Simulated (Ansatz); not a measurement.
Equation of state of H

```
H
1.0
     1.45687    0.00000    0.00000
     0.00000    1.45687    0.00000
     0.00000    0.00000    1.45687
H
1
Direct
  0.00000 0.00000 0.00000
```

The cell was built from the sc type and relaxed in the same program, and has space group Pm-3m; it needn't be a known or the stable phase.

All numbers are computed: DFT, PBE, all-electron LAPW, scalar-relativistic (Ansatz 0.2.0); DFT, PBE, PAW with Ansatz's default frozen-core files, scalar-relativistic (Ansatz 0.2.0).

For LAPW: a Γ-centred 16×16×16 k mesh, Fermi–Dirac smearing of 0.08 eV, basis error target 1 meV/atom, no spin polarisation. PAW takes a cutoff of 420 eV at this cell. The Ansatz runs share mesh, smearing and spin set-up. Plane-wave (PAW) pressures include the program's estimate of the Pulay term.

The cell above is scaled evenly, with fractional coordinates and shape held.

```tsv
V/V(cell)	V (Å³/atom)	P, LAPW (GPa)	P, PAW (GPa)
0.9405	2.908	6.78	6.82
0.9800	3.030	?	?
1.0000	3.092	-0.10	0.00
1.0200	3.154	-2.05	-1.93
1.0600	3.278	-5.49	-5.39
```

Problem. Fill in the row V/V(cell) = 0.9800.

Solution. P, LAPW (GPa) = 2.02, P, PAW (GPa) = 2.05.

Problem. What do Birch–Murnaghan fits to the pressures give?

Solution. LAPW: V0 = 3.09 Å³/atom, B0 = 102 GPa, B0′ = 3.2; PAW: V0 = 3.09 Å³/atom, B0 = 101 GPa, B0′ = 3.2.

PAW's V0 lies 0.08 % from the all-electron value and its B0 -1.0 %. Symmetry fixes shape and coordinates here, so this is the relaxed modulus.
